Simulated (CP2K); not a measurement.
Runs of CP2K 2026.2 on Bi2Se3 (Paraguanajuatite). The structure is trigonal, space group R-3m (No. 166). The conventional cell has a = 4.143 Å, b = 4.143 Å, c = 28.636 Å, α = 90.00°, β = 90.00°, γ = 120.00°. Bi (site symmetry 3m) has 6 Se at 2.85 to 3.07 Å as nearest neighbours. Se (site symmetry 3m) is surrounded by 3 Bi at 2.85 Å. Se (site symmetry -3m) is surrounded by 6 Bi at 3.07 Å. 

```tsv
level	potentials or basis	smearing	EPS_DEFAULT	NGRIDS	points a segment of the path (NPOINTS)	bands added on the path	CUTOFF of the grids	gap on the mesh (eV)	pressure (GPa)	largest force (eV/Å)
r2SCAN	POTENTIAL_UZH Bi GTH-SCAN-q5, Se GTH-SCAN-q6; TZVP-MOLOPT-SCAN-GTH basis	fermi-dirac 0.05 eV	1.0E-10	4	6	6	675 Ry	0.41	0.0	0.17
PBEsol	POTENTIAL_UZH Bi GTH-PBE-q5, Se GTH-PBE-q6; TZVP-MOLOPT-PBE-GTH basis	fermi-dirac 0.05 eV	1.0E-10	5	6	2	450 Ry	0.11	1.7	0.40
LDA	GTH_POTENTIALS Bi GTH-PADE-q5, Se GTH-PADE-q6; TZVP-MOLOPT-PBE-GTH basis	fermi-dirac 0.05 eV	1.0E-10	4	10	6	450 Ry	(a)	(b)	0.17
TB-mBJ	POTENTIAL_UZH Bi GTH-PBE-q5, Se GTH-PBE-q6; TZVP-MOLOPT-PBE-GTH basis	fermi-dirac 0.0259 eV	1.0E-9	5	10	6	675 Ry	0.49	-	-
```

Alike in all rows: task band structure; no spin polarisation; cell as given; k mesh 8 × 8 × 8.

Estimate the missing entries.

(a) 0.09; (b) -1.5.

Caveats: spin-orbit coupling is left out, which as a rule narrows the gap of such compounds by several tenths of an eV; the basis of atomic orbitals isn't converged, which shifts pressures, moduli and gaps; the potentials were made for another functional, which shifts forces and pressure (some runs); this is a model potential without an energy functional, so only levels have meaning (some runs).

A k mesh can miss the band edges, and the runs leave out spin-orbit coupling on Bi, Se.

Runs at the PBE level aren't shown here.
